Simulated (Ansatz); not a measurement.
# Si: the cost of one run

Method: DFT PBE, scalar-relativistic, plane waves, PAW, in Ansatz 0.2.0.

**1. Starting point**

The structure is tetragonal, space group I4_1/amd (No. 141). Conventional cell: a = 5.149 Å, b = 5.149 Å, c = 2.795 Å, α = 90.00°, β = 90.00°, γ = 90.00°. Around Ge (site symmetry -4m2) lie 6 Ge at 2.67 to 2.79 Å.

As a file:

```cif
data_structure
_symmetry_space_group_name_H-M 'P 1'
_symmetry_Int_Tables_number 1
_cell_length_a 3.8998
_cell_length_b 3.8998
_cell_length_c 3.8998
_cell_angle_alpha 97.377
_cell_angle_beta 97.377
_cell_angle_gamma 138.005
_cell_volume 37.05
loop_
_atom_site_label
_atom_site_type_symbol
_atom_site_fract_x
_atom_site_fract_y
_atom_site_fract_z
_atom_site_occupancy
Ge1 Ge 0.25000 0.75000 0.50000 1
Ge2 Ge 0.50000 0.50000 0.00000 1
```

The structure comes from the Materials Project (structure only).

**2. Substitution of an element, cell strained: Ge → Si, first probe**

What differs from the listed cell: Si takes all sites of Ge, and lengths are scaled by 0.955 as a first guess of the size; strain xx, yy, zz, yz, xz, xy = -1.5, -1.5, -1.5, +0.0, +0.0, +0.0 %.

Contents of input.yaml:

```yaml
crystal:
  lattice:
    - [-2.4225448805, 2.4225448805, 1.3149381874]
    - [2.4225448805, -2.4225448805, 1.3149381874]
    - [2.4225448805, 2.4225448805, -1.3149381874]
  atoms:
    - { symbol: Si, position: [0.25, 0.75, 0.5] }
    - { symbol: Si, position: [0.5, 0.5, 0.0] }
basis:
  ecutwfc: 420
kpoints:
  mp_grid: { grid: [8, 8, 8] }
hamiltonian:
  xc: pbe
scf:
  occupations: { method: gaussian, width: 0.1 }
output:
  forces: true
  stress: true
  eigenvalues: true
```

Launch:

```sh
> ansatz run input.yaml --threads 1 --pin off --max-ram 1331MiB --backend cpu --events-out ev --progress --plain --runs-dir out
```

What time and memory should one allow on 1 thread of an Arm CPU, shared host?

About 1.2 s, with a peak of 0.27 GiB.
